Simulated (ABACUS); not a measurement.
# InP (F-43m) in ABACUS: settings compared

The runs below take InP through band structure, with B86bPBE, M06-L, OLYP.

All numbers are computed with ABACUS 3.10.1; they aren't measurements. Logs are shortened: lines on timing, memory, paths and dates and some standing lists are left out, and cuts for length are marked.

**The experiment to reproduce.**

From a printed reference work, data compilation, for a bulk crystal of InP at 1.6 K: band gap 1.4236 eV (direct).

The runs below are set against these values where they give the same quantity.

## 1. Starting point

Symmetry: F-43m, No. 216, cubic system. The conventional cell has a = 5.861 Å, b = 5.861 Å, c = 5.861 Å, α = 90.00°, β = 90.00°, γ = 90.00°. In (site symmetry -43m) has 4 P at 2.54 Å as nearest neighbours. Around P (site symmetry -43m) lie 4 In at 2.54 Å.

## 2. Band structure, B86bPBE

Contents of INPUT:

```
INPUT_PARAMETERS
suffix              InP
calculation         nscf
basis_type          pw
pseudo_dir          ./
symmetry            -1
dft_functional      GGA_X_B86_MGC+GGA_C_PBE
ecutwfc             40.0
pseudo_rcut         10
nspin               1
nbands              19
ks_solver           dav
smearing_method     fd
smearing_sigma      0.00367493
scf_thr             1e-08
scf_nmax            100
mixing_type         broyden
mixing_beta         0.7
ecutrho             320.0
init_chg            file
pw_diag_thr         1e-07
out_band            1
kpar                4
```

Contents of STRU:

```
ATOMIC_SPECIES
In 114.8180 in_pbe_v1.4.uspp.F.UPF
P 30.9738 p_pbe_v1.5.uspp.F.UPF

LATTICE_CONSTANT
1.8897261246

LATTICE_VECTORS
0.0000000000 2.9305000000 2.9305000000
2.9305000000 0.0000000000 2.9305000000
2.9305000000 2.9305000000 0.0000000000

ATOMIC_POSITIONS
Direct

In
0.0
1
0.0000000000 0.0000000000 0.0000000000 1 1 1

P
0.0
1
0.7500000000 0.7500000000 0.7500000000 1 1 1
```

Contents of KPT:

```
K_POINTS
12
Line
0.00000000 0.00000000 0.00000000 10 // G
0.50000000 0.00000000 0.50000000 10 // X
0.50000000 0.25000000 0.75000000 10 // W
0.37500000 0.37500000 0.75000000 10 // K
0.00000000 0.00000000 0.00000000 10 // G
0.50000000 0.50000000 0.50000000 10 // L
0.62500000 0.25000000 0.62500000 10 // U
0.50000000 0.25000000 0.75000000 10 // W
0.50000000 0.50000000 0.50000000 10 // L
0.37500000 0.37500000 0.75000000 1 // K
0.62500000 0.25000000 0.62500000 10 // U
0.50000000 0.00000000 0.50000000 1 // X
```

Potentials or basis: GBRV ultrasoft 1.5 PBE, plane waves.

Run with:

```console
$ OMP_NUM_THREADS=1 mpirun -np 4 abacus > log
```

running log:

```text
ABACUS v3.10.1

               Atomic-orbital Based Ab-initio Computation at UStc

 ------------------------------------------------------------------------------------

 READING GENERAL INFORMATION
                           global_out_dir = OUT.InP/
                           global_in_card = INPUT
                               pseudo_dir = ./
                              orbital_dir =
                                    DSIZE = 4
                                    GSIZE = 1

 READING UNITCELL INFORMATION
                                    ntype = 2
                  lattice constant (Bohr) = 1.88973
              lattice constant (Angstrom) = 1

 READING ATOM TYPE 1
                               atom label = In
                      L=0, number of zeta = 1
                      L=1, number of zeta = 1
                      L=2, number of zeta = 1
             number of atom for this type = 1

 READING ATOM TYPE 2
                               atom label = P
                      L=0, number of zeta = 1
                      L=1, number of zeta = 1
                      L=2, number of zeta = 1
             number of atom for this type = 1

                        TOTAL ATOM NUMBER = 2
DIRECT COORDINATES
    atom                   x                   y                   z     mag                  vx                  vy                  vz
taud_In1            0.0000000000        0.0000000000        0.0000000000  0.0000        0.0000000000        0.0000000000        0.0000000000
taud_P1            0.7500000000        0.7500000000        0.7500000000  0.0000        0.0000000000        0.0000000000        0.0000000000

                          Volume (Bohr^3) = 339.666
                             Volume (A^3) = 50.3332

 Lattice vectors: (Cartesian coordinate: in unit of a_0)
                   +0             +2.9305             +2.9305
              +2.9305                  +0             +2.9305
              +2.9305             +2.9305                  +0
 Reciprocal vectors: (Cartesian coordinate: in unit of 2 pi/a_0)
            -0.170619           +0.170619           +0.170619
            +0.170619           -0.170619           +0.170619
            +0.170619           +0.170619           -0.170619
 The esolver type has been set to : ksdft_pw

                PAO radial cut off (Bohr) = 10

 Read in pseudopotential file is in_pbe_v1.4.uspp.F.UPF
                     pseudopotential type = US
          exchange-correlation functional = PBE
                 nonlocal core correction = 1
                        valence electrons = 13
                                     lmax = 2
                           number of zeta = 3
                     number of projectors = 6
                           L of projector = 0
                           L of projector = 0
                           L of projector = 1
                           L of projector = 1
                           L of projector = 2
                           L of projector = 2
 XC functional updated to : GGA_X_B86_MGC+GGA_C_PBE
          exchange-correlation functional = GGA_X_B86_MGC+GGA_C_PBE
                PAO radial cut off (Bohr) = 10

 Read in pseudopotential file is p_pbe_v1.5.uspp.F.UPF
                     pseudopotential type = US
          exchange-correlation functional = PBE
                 nonlocal core correction = 1
                        valence electrons = 5
                                     lmax = 2
                           number of zeta = 2
                     number of projectors = 6
                           L of projector = 0
                           L of projector = 0
                           L of projector = 1
                           L of projector = 1
                           L of projector = 2
                           L of projector = 2
 XC functional updated to : GGA_X_B86_MGC+GGA_C_PBE
          exchange-correlation functional = GGA_X_B86_MGC+GGA_C_PBE
     initial pseudo atomic orbital number = 13

 SETUP THE ELECTRONS NUMBER
            electron number of element In = 13
      total electron number of element In = 13
             electron number of element P = 5
       total electron number of element P = 5
            AUTOSET number of electrons:  = 18
                           occupied bands = 9
                                   NBANDS = 19
                                   NLOCAL = 18

%%%%%%%%%%%%%%%%%%%%%%%%%%%%%%%%%%%%%%%%%%%%%%%%%%%%%%%%%%%%%%%%%%%%%%%%%%%%%%%%%%%%%%%%%%%%%%%%%%%%%%%%%%
 Warning: the number of valence electrons in pseudopotential > 3 for In: [Kr] 4d10 5s2 5p1
 Pseudopotentials with additional electrons can yield (more) accurate outcomes, but may be less efficient.
 If you're confident that your chosen pseudopotential is appropriate, you can safely ignore this warning.
%%%%%%%%%%%%%%%%%%%%%%%%%%%%%%%%%%%%%%%%%%%%%%%%%%%%%%%%%%%%%%%%%%%%%%%%%%%%%%%%%%%%%%%%%%%%%%%%%%%%%%%%%%

 SETUP THE PLANE WAVE BASIS
 energy cutoff for charge/potential (unit:Ry) = 160
            fft grid for charge/potential = [ 32, 32, 32 ]
                        fft grid division = [ 1, 1, 1 ]
        big fft grid for charge/potential = [ 45, 45, 45 ]
                                     nbxx = 91125
                                     nrxx = 32768

 SETUP PLANE WAVES FOR CHARGE/POTENTIAL
                    number of plane waves = 11575
                         number of sticks = 673

 PARALLEL PW FOR CHARGE/POTENTIAL
     PROC   COLUMNS(POT)             PW
        1            673          11575
 --------------- sum -------------------
        1            673          11575
                            number of |g| = 167
                                  max |g| = 14.3226
                                  min |g| = 0

 energy cutoff for dense charge/potential (unit:Ry) = 320
      fft grid for dense charge/potential = [ 45, 45, 45 ]
                                     nrxx = 91125

 SETUP PLANE WAVES FOR dense CHARGE/POTENTIAL
                    number of plane waves = 32743
                         number of sticks = 1357

 PARALLEL PW FOR dense CHARGE/POTENTIAL
     PROC   COLUMNS(POT)             PW
        1           1357          32743
 --------------- sum -------------------
        1           1357          32743
                            number of |g| = 333
                                  max |g| = 28.8781
                                  min |g| = 0

----------- Double Check Mixing Parameters Begin ------------
mixing_type: broyden
mixing_beta: 0.7
mixing_gg0: 1
mixing_gg0_min: 0.1
mixing_ndim: 8
----------- Double Check Mixing Parameters End ------------

 SETUP K-POINTS
                                    nspin = 1
                                   nkstot = 102
K-POINTS DIRECT COORDINATES
 KPOINTS    DIRECT_X    DIRECT_Y    DIRECT_Z  WEIGHT
       1  0.00000000  0.00000000  0.00000000  1.0000
       2  0.05000000  0.00000000  0.05000000  1.0000
       3  0.10000000  0.00000000  0.10000000  1.0000
       4  0.15000000  0.00000000  0.15000000  1.0000
       5  0.20000000  0.00000000  0.20000000  1.0000
       6  0.25000000  0.00000000  0.25000000  1.0000
[... 22 lines left out ...]
      29  0.40000000  0.35000000  0.75000000  1.0000
      30  0.38750000  0.36250000  0.75000000  1.0000
[... 72 further k points ...]

           k-point number in this process = 26
       minimum distributed K point number = 25

[... K-POINTS CARTESIAN COORDINATES: 26 rows ...]

[... K-POINTS DIRECT COORDINATES: 26 rows ...]

 SETUP PLANE WAVES FOR WAVE FUNCTIONS
     energy cutoff for wavefunc (unit:Ry) = 40
              fft grid for wave functions = [ 32, 32, 32 ]
                    number of plane waves = 1917
                         number of sticks = 199

 PARALLEL PW FOR WAVE FUNCTIONS
     PROC   COLUMNS(POT)             PW
        1            199           1917
 --------------- sum -------------------
        1            199           1917

 SETUP NONLOCAL PSEUDOPOTENTIALS IN PLANE WAVE BASIS
 In non-local projectors:
 projector 1 L=0
 projector 2 L=0
 projector 3 L=1
 projector 4 L=1
 projector 5 L=2
 projector 6 L=2
 P non-local projectors:
 projector 1 L=0
 projector 2 L=0
 projector 3 L=1
 projector 4 L=1
 projector 5 L=2
 projector 6 L=2
      TOTAL NUMBER OF NONLOCAL PROJECTORS = 36

 Init Non-Local PseudoPotential table :
 Init Non-Local-Pseudopotential done.

                                     npwx = 1475

 Make real space PAO into reciprocal space.
       max mesh points in Pseudopotential = 769
     dq(describe PAO in reciprocal space) = 0.01
                                    max q = 763

 number of pseudo atomic orbitals for In is 3
WARNING: norm of atomic wavefunction # 3 of atomic type In is 0.999987, renormalized

 number of pseudo atomic orbitals for P is 2
WARNING: norm of atomic wavefunction # 2 of atomic type P is 0.999973, renormalized

 -------------------------------------------
 NONSELF-CONSISTENT
 -------------------------------------------
                                 init_chg = file
 try to read charge from file
 Read in the charge density: OUT.InP//InP-CHARGE-DENSITY.restart

 PW ALGORITHM --------------- ION=   1  ELEC=   1--------------------------------
 k(1/102) Iter steps (avg)=12 threshold=1e-07
 k(2/102) Iter steps (avg)=12 threshold=1e-07
 k(3/102) Iter steps (avg)=11 threshold=1e-07
 k(4/102) Iter steps (avg)=12 threshold=1e-07
 k(5/102) Iter steps (avg)=12 threshold=1e-07
 k(6/102) Iter steps (avg)=13 threshold=1e-07
 k(7/102) Iter steps (avg)=19 threshold=1e-07
 k(8/102) Iter steps (avg)=16 threshold=1e-07
 k(9/102) Iter steps (avg)=17 threshold=1e-07
 k(10/102) Iter steps (avg)=18 threshold=1e-07
[... 6 lines left out ...]
 k(17/102) Iter steps (avg)=24 threshold=1e-07
 k(18/102) Iter steps (avg)=28 threshold=1e-07
 k(19/102) Iter steps (avg)=31 threshold=1e-07
 k(20/102) Iter steps (avg)=25 threshold=1e-07
 k(21/102) Iter steps (avg)=17 threshold=1e-07
 k(22/102) Iter steps (avg)=25 threshold=1e-07
 k(23/102) Iter steps (avg)=22 threshold=1e-07
 k(24/102) Iter steps (avg)=36 threshold=1e-07
 k(25/102) Iter steps (avg)=40 threshold=1e-07
 k(26/102) Iter steps (avg)=33 threshold=1e-07
[... levels at 26 k points of this process ...]

 Density error is 0.00000000000
                          Error Threshold = 1.00000000000e-07
----------------------------------------------------------
     Energy           Rydberg                 eV
----------------------------------------------------------
 E_KohnSham     -149.1833402903      -2029.7434746207
 E_KS(sigma->0) -149.1833377558      -2029.7434401373
 E_Harris       -149.1833402903      -2029.7434746207
 E_band         -3.8752780806        -52.7258632312
 E_one_elec     -55.6991895828       -757.8263523083
 E_Hartree      40.1399849344        546.1325127426
 E_xc           -43.9037263754       -597.3408421381
 E_Ewald        -89.7204041976       -1220.7087239501
 E_entropy(-TS) -0.0000050690        -0.0000689667
 E_descf        0.0000000000         0.0000000000
 E_exx          0.0000000000         0.0000000000
 E_Fermi        0.5416821634         7.3699639277
----------------------------------------------------------

 charge density convergence is achieved
 final etot is -2029.7434746 eV
 EFERMI = 7.3699639277 eV

 STATE ENERGY(eV) AND OCCUPATIONS    NSPIN == 1
 1/26 kpoint (Cartesian) = 0.0000 0.0000 0.0000 (1459 pws)
       1       -7.22333      0.0196078
       2       -7.22333      0.0196078
       3       -7.22333      0.0196078
       4       -7.07336      0.0196078
       5       -7.07336      0.0196078
       6       -4.53661      0.0196078
[... 11 lines left out ...]
      18        18.1901        0.00000
      19        18.1901        0.00000

 2/26 kpoint (Cartesian) = 0.0000 0.017062 0.0000 (1447 pws)
       1       -7.22886      0.0196078
       2       -7.22072      0.0196078
       3       -7.22072      0.0196078
       4       -7.07405      0.0196078
       5       -7.07250      0.0196078
       6       -4.49804      0.0196078
[... 11 lines left out ...]
      18        18.2745        0.00000
      19        18.4571        0.00000

 3/26 kpoint (Cartesian) = 0.0000 0.034124 0.0000 (1443 pws)
       1       -7.24465      0.0196078
       2       -7.21360      0.0196078
       3       -7.21360      0.0196078
       4       -7.07693      0.0196078
       5       -7.07003      0.0196078
       6       -4.38369      0.0196078
[... 11 lines left out ...]
      18        18.5267        0.00000
      19        18.8651        0.00000

 4/26 kpoint (Cartesian) = 0.0000 0.051186 0.0000 (1439 pws)
       1       -7.26809      0.0196078
       2       -7.20249      0.0196078
       3       -7.20249      0.0196078
       4       -7.08154      0.0196078
       5       -7.06624      0.0196078
       6       -4.19748      0.0196078
[... 11 lines left out ...]
      18        18.9440        0.00000
      19        19.2660        0.00000

 5/26 kpoint (Cartesian) = 0.0000 0.068248 0.0000 (1463 pws)
       1       -7.29580      0.0196078
       2       -7.18874      0.0196078
       3       -7.18874      0.0196078
       4       -7.08878      0.0196078
       5       -7.06146      0.0196078
       6       -3.94562      0.0196078
[... 11 lines left out ...]
      18        19.5204        0.00000
      19        19.7362        0.00000

 6/26 kpoint (Cartesian) = 0.0000 0.085310 0.0000 (1475 pws)
       1       -7.32451      0.0196078
       2       -7.17316      0.0196078
       3       -7.17316      0.0196078
       4       -7.09644      0.0196078
       5       -7.05634      0.0196078
       6       -3.63693      0.0196078
[... 11 lines left out ...]
      18        20.2426        0.00000
      19        20.3663        0.00000

[... levels at 20 further k points ...]

 --------------------------------------------
 !FINAL_ETOT_IS -2029.743474620687 eV
 --------------------------------------------

 Output bands in file: OUT.InP/BANDS_1.dat
```

It took 5.1 s on 4 MPI ranks of Intel Xeon Platinum 8488C (Sapphire Rapids), shared host; peak memory 0.72 GiB.

What came out:

```
Band gap along the path : 0.68 eV, direct
```

Levels at the corners of the path, in eV from the Fermi level:
```tsv
point	band 6	band 7	band 8	band 9	band 10	band 11	band 12	band 13
Γ	-11.90	-0.37	-0.37	-0.37	0.31	3.71	3.71	3.71
X	-9.52	-6.13	-2.70	-2.70	1.41	1.91	8.81	9.19
W	-9.44	-5.98	-3.32	-3.28	3.93	3.99	5.19	5.85
K	-9.53	-5.99	-3.67	-2.31	2.00	4.01	7.12	7.16
Γ	-11.90	-0.37	-0.37	-0.37	0.31	3.71	3.71	3.71
L	-10.17	-6.10	-1.35	-1.35	1.12	4.45	4.45	6.74
U	-9.53	-5.99	-3.67	-2.31	2.00	4.01	7.12	7.16
W	-9.44	-5.98	-3.32	-3.28	3.93	3.99	5.19	5.85
L	-10.17	-6.10	-1.35	-1.35	1.12	4.45	4.45	6.74
K	-9.53	-5.99	-3.67	-2.31	2.00	4.01	7.12	7.16
U	-9.53	-5.99	-3.67	-2.31	2.00	4.01	7.12	7.16
X	-9.52	-6.13	-2.70	-2.70	1.41	1.91	8.81	9.19
```

Caveat: the density is read from an earlier self-consistent run, whose mesh may be coarse; spin-orbit coupling is left out, which moves the levels of the heavy elements.

[end of part 1 of 2]
